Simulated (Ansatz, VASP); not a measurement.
**One calculation of Ni, two programs**

```
CELL_PARAMETERS angstrom
2.37644 0.00000 0.00000
0.00000 2.37644 0.00000
0.00000 0.00000 2.37644
ATOMIC_POSITIONS crystal
Ni 0.00000 0.00000 0.00000
```

Alike in both runs: task single point; functional PBEsol; k mesh 15 × 15 × 15; occupations fermi-dirac, width 0.05 eV; collinear spin.

```csv
,VASP,Ansatz
version,VASP 6.6.1,Ansatz 0.2.0
potentials or method,"VASP PAW PBE potentials, release 64 (Ni)","plane waves (420 eV) with PAW, scalar-relativistic"
plane-wave cutoff (eV),520,420
valence electrons in the cell,10,18
```

```csv
,VASP,Ansatz,Ansatz less VASP
pressure (GPa),-13.8,-13.8,-0.08
net moment per atom (μB),0.66,0.68,+0.025
size of the moment on the site where the two differ most (μB),0.66,0.70,+0.038
```

Site moments also hang on the region over which each program counts them. The two sets of potentials don't hold the same shells in valence. Ansatz warned: «pseudo_functional_mismatch».

Caveats: the PAW data sets were made with another functional, which shifts forces and pressure a little (VASP).
